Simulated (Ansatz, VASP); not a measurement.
# SiTe2 in two plane-wave programs, part 2 of 2

Wanted: the spread between two codes on one cell, functional and k mesh. The cell is taken from a series of runs on this material, whose earlier steps may have relaxed, scaled, displaced or heated it; both programs get it as it stands.

VASP 6.6.1 and Ansatz 0.2.0.

So far. Step 5 (VASP: single point, PBE, pair 2): The run ends at a pressure of 0.12 GPa, with forces up to 0.29 eV/Å.

**6. Ansatz: single point, PBE, pair 2**

Level of this step: Ansatz beside VASP: Kohn-Sham DFT, plane waves, PBE (Ansatz).

The same cell, functional, mesh and smearing now go to Ansatz, which takes its cutoff from its data sets.

The cell is taken from a series of runs on this material, whose earlier steps may have relaxed, scaled, displaced or heated it; both programs get it as it stands.

Contents of input.yaml:

```yaml
crystal:
  lattice:
    - [3.5762800656, 0.0, 0.0]
    - [0.0, 6.1942987758, 0.0]
    - [0.0, 0.0, 31.0]
  atoms:
    - { symbol: Si, position: [0.0, 0.3333333333, 0.3215070113] }
    - { symbol: Si, position: [0.5, 0.8333333333, 0.3236542791] }
    - { symbol: Te, position: [0.5, 0.1559846936, 0.3880300331] }
    - { symbol: Te, position: [1.0, 0.6773486397, 0.3800702267] }
    - { symbol: Te, position: [0.5, 0.1773486397, 0.2650910637] }
    - { symbol: Te, position: [1.0, 0.6559846936, 0.2571312572] }
  periodic: [true, true, false]
kpoints:
  mp_grid: { grid: [10, 6, 1] }
hamiltonian:
  xc: pbe
scf:
  occupations: { method: methfessel_paxton, width: 0.15 }
output:
  forces: true
  stress: true
  eigenvalues: true
```

Launch:

```bash
ansatz run input.yaml --threads 8 --pin off --max-ram 14336MiB --backend cpu --events-out ev --progress --plain --runs-dir out
```

Numbers of over 12 decimals in the logs are rounded to 6 here.

Output:

```text
[...]
Crystal: 6 atoms, lattice volume = 686.729 Å³
Basis set: ecut = 420 eV, 13325 PW (Γ), exchange–correlation on 48×90×432 points (8 copies of the dense FFT grid, shifted against one another)
Bands: 44, of which v1, the nominal top of the filled ones, is band 36 counted from 1 (35 counted from 0)
Symmetry: 4 space group operations
[...]
k-points: 24 of 60 (time reversal used)
[...]
k-point 1: bands = [... 32 lower, -5.3004, -5.2579, -4.2461, -3.9427, -3.2834, -3.2368, -2.7475, -2.0043, ... 4 higher]
  k-point 2: bands = [... 32 lower, -5.4427, -5.3981, -4.8405, -4.3210, -3.6592, -3.2585, -2.5156, -2.1336, ... 4 higher]
  k-point 23: bands = [... 32 lower, -6.2536, -6.2536, -5.6436, -5.6436, -4.8907, -4.8907, -2.8595, -2.8595, ... 4 higher]
  ° read free of the cell's end (the report's vacuum.weakly_bound_levels)
[key lines of the parts left out:]
SCF converged after 7 iterations
Free energy (F): -29189.682637 eV
Fermi energy:    -4.706381 eV
P = ½ c Tr σ = 0.6001 N/m
```

**7. Differences**

What differs besides the data sets and the points named for the pairs above, as far as they apply: the data sets hold 72 valence electrons in Ansatz (on its default PAW (the set named soft_2) files) and 32 in VASP. Total energies have different zeros and are not compared.

Forces (eV/Å; atoms numbered as in POSCAR):

```
atom         Ansatz x, y, z           VASP x, y, z
 Si1    0.000, 0.124, 0.248    0.000, 0.125, 0.257
 Si2   0.000, 0.124, -0.248   0.000, 0.125, -0.257
 Te3   0.000, 0.028, -0.110   0.000, 0.029, -0.105
 Te4   0.000, -0.152, 0.106   0.000, -0.154, 0.121
 Te5  0.000, -0.152, -0.106  0.000, -0.154, -0.121
 Te6    0.000, 0.028, 0.110    0.000, 0.029, 0.105
```

The forces differ by 5.8 meV/Å r.m.s., which is 4.8 % of the r.m.s. force of 0.121 eV/Å (both taken over all components). Where the cell holds vacuum, a pressure given here is an average over it and none of the material.

**8. Ansatz: single point, PBE, pair 3**

A single point takes one fixed geometry, so differences don't come from the geometry; what else differs is listed under the comparison.

The cell is taken from a series of runs on this material, whose earlier steps may have relaxed, scaled, displaced or heated it; both programs get it as it stands.

input.yaml, the sections that differ from step 6:

```yaml
crystal:
  lattice:
    - [3.5762800656, 0.0, 0.0]
    - [0.0, 6.1942987758, 0.0]
    - [0.0, 0.0, 31.0]
  atoms:
    - { symbol: Si, position: [0.0, 0.3333333333, 0.3208935062] }
    - { symbol: Si, position: [0.5, 0.8333333333, 0.3242677842] }
    - { symbol: Te, position: [0.5, 0.149880709, 0.3903042635] }
    - { symbol: Te, position: [1.0, 0.6834526243, 0.3777959962] }
    - { symbol: Te, position: [0.5, 0.1834526243, 0.2673652941] }
    - { symbol: Te, position: [1.0, 0.649880709, 0.2548570268] }
  periodic: [true, true, false]
# kpoints, hamiltonian, scf, output: as in step 6
```

Output:

```text
[...]
k-point 1: bands = [... 32 lower, -5.6628, -5.2937, -4.0778, -4.0342, -3.2790, -3.2473, -2.7463, -2.1089, ... 4 higher]
  k-point 2: bands = [... 32 lower, -5.8380, -5.4531, -4.7898, -4.1461, -3.6123, -3.2873, -2.5896, -2.2517, ... 4 higher]
  k-point 23: bands = [... 32 lower, -6.3357, -6.3357, -5.6268, -5.6268, -4.8761, -4.8761, -2.8661, -2.8661, ... 4 higher]
  ° read free of the cell's end (the report's vacuum.weakly_bound_levels)
[key lines of the parts left out:]
SCF converged after 7 iterations
Free energy (F): -29189.589433 eV
Fermi energy:    -4.673043 eV
P = ½ c Tr σ = 1.2538 N/m
```

**9. VASP: single point, PBE, pair 3**

The same cell, functional, mesh and smearing now go to VASP, with its own data sets.

Contents of INCAR:

```
SYSTEM = SiTe2
PREC = Accurate
ENCUT = 400
EDIFF = 1E-06
NELM = 120
ISMEAR = 1
SIGMA = 0.15
LREAL = .FALSE.
ALGO = Normal
GGA = PE
NBANDS = 22
LORBIT = 11
LWAVE = .FALSE.
LCHARG = .FALSE.
ISIF = 2
LDIPOL = .TRUE.
IDIPOL = 3
DIPOL = 0.5 0.5 0.323
LVHAR = .TRUE.
LASPH = .TRUE.
GGA_COMPAT = .FALSE.
NELMDL = -8
KPAR = 2
```

Contents of POSCAR:

```
SiTe2
1.0
    3.5762800656      0.0000000000      0.0000000000
    0.0000000000      6.1942987758      0.0000000000
    0.0000000000      0.0000000000     31.0000000000
Si Te
2 4
Direct
    0.0000000000      0.3333333333      0.3208935062
    0.5000000000      0.8333333333      0.3242677842
    0.5000000000      0.1498807090      0.3903042635
    0.0000000000      0.6834526243      0.3777959962
    0.5000000000      0.1834526243      0.2673652942
    0.0000000000      0.6498807090      0.2548570268
```

Contents of KPOINTS:

```
Automatic mesh
0
Gamma
10 6 1
0 0 0
```

PAW data sets: Si and Te (PBE family, release 64).

Launch:

```bash
mpirun -np 2 vasp_std
```

Output:

```text
[... set-up lines as in an earlier step ...]
 entering main loop
       N       E                     dE             d eps       ncg     rms          rms(c)
DAV:   1     0.211973547625E+03    0.21197E+03   -0.78777E+03  1056   0.797E+02
DAV:   2     0.414489404757E+01   -0.20783E+03   -0.19953E+03  1642   0.156E+02
DAV:   3    -0.208204983677E+02   -0.24965E+02   -0.24683E+02  1356   0.624E+01
DAV:   4    -0.217344664881E+02   -0.91397E+00   -0.91163E+00  1530   0.145E+01
[...]
DAV:  24    -0.215445593403E+02   -0.22866E-05   -0.37831E-08   806   0.600E-04    0.309E-04
DAV:  25    -0.215445607150E+02   -0.13748E-05   -0.25171E-08   814   0.400E-04    0.324E-04
DAV:  26    -0.215445616882E+02   -0.97321E-06   -0.99946E-09   770   0.291E-04
   1 F= -.21544562E+02 E0= -.21543382E+02  d E =-.353775E-02
```

From OUTCAR (step 9):

```text
  Total        1.4315185      2.0314463      1.0153857      0.0000000      0.0000000      0.0000000
  in kB        3.3398132      4.7394786      2.3689521      0.0000000      0.0000000      0.0000000
  external PRESSURE =       3.4827480 kB  Pullay stress =       0.0000000 kB

 POSITION                                       TOTAL-FORCE (eV/Angst)
 -----------------------------------------------------------------------------------
      0.00000      2.06477      9.94770         0.000000      0.387830      0.631703
      1.78814      5.16192     10.05230         0.000000      0.387830     -0.631703
      1.78814      0.92841     12.09943         0.000000      0.070254     -0.113733
      0.00000      4.23351     11.71168         0.000000     -0.458083      0.461921
      1.78814      1.13636      8.28832         0.000000     -0.458083     -0.461921
      0.00000      4.02556      7.90057         0.000000      0.070254      0.113733
 -----------------------------------------------------------------------------------
    total drift:                               -0.000000     -0.000168      0.000039

  FREE ENERGIE OF THE ION-ELECTRON SYSTEM (eV)
  ---------------------------------------------------
  free  energy   TOTEN  =       -21.5445616882 eV

  energy  without entropy=      -21.5410239421  energy(sigma->0) =      -21.54338244

[... 2 parts as in an earlier step ...]

[... 1 further part left out ...]
[key lines of the parts left out:]
E-fermi :  -1.9834
```

The run ends at a pressure of 0.35 GPa, with forces up to 0.74 eV/Å.

**10. Comparison**

What differs besides the data sets and the points named for the pairs above, as far as they apply: the data sets hold 72 valence electrons in Ansatz (on its default PAW (the set named soft_2) files) and 32 in VASP. Total energies have different zeros and are not compared.

Forces (eV/Å; atoms numbered as in POSCAR):

```
atom         Ansatz x, y, z           VASP x, y, z
 Si1    0.000, 0.384, 0.618    0.000, 0.388, 0.632
 Si2   0.000, 0.384, -0.618   0.000, 0.388, -0.632
 Te3   0.000, 0.070, -0.117   0.000, 0.070, -0.114
 Te4   0.000, -0.454, 0.442   0.000, -0.458, 0.462
 Te5  0.000, -0.454, -0.442  0.000, -0.458, -0.462
 Te6    0.000, 0.070, 0.117    0.000, 0.070, 0.114
```

The forces differ by 8.3 meV/Å r.m.s., which is 2.5 % of the r.m.s. force of 0.332 eV/Å (both taken over all components). Where the cell holds vacuum, a pressure given here is an average over it and none of the material.

**11. What came out**

```yaml
r_m_s_force_difference_single_point_pbe_pair_1: 4.4 meV/Å
r_m_s_force_difference_single_point_pbe_pair_2: 5.8 meV/Å
r_m_s_force_difference_single_point_pbe_pair_3: 2.5 % of the r.m.s. force
```

**Reading.** The r.m.s. force difference is 2.5 % of the r.m.s. force (single point, PBE, pair 3), within the 3 % picked in this series as the mark of a large difference. The data sets hold unlike numbers of valence electrons (72 in Ansatz and 32 in VASP), so part of the differences may come from the potentials. 2 further pairs of this series are not shown here. How closely two codes agree says nothing of how well the functional describes the real material.

[Lines on the potential files, build, host, timing and source positions are cut from VASP's logs without a mark.]

[Logs are printed without paths, hosts, clocks, repeated set-up lines and the standing remarks that a program may print on its own settings, such as how far it seeks lower states.]

[Hosts, paths, dates, database ids (printed as entryN), source tags and the programs' standing remarks are cut or masked in the printed files.]
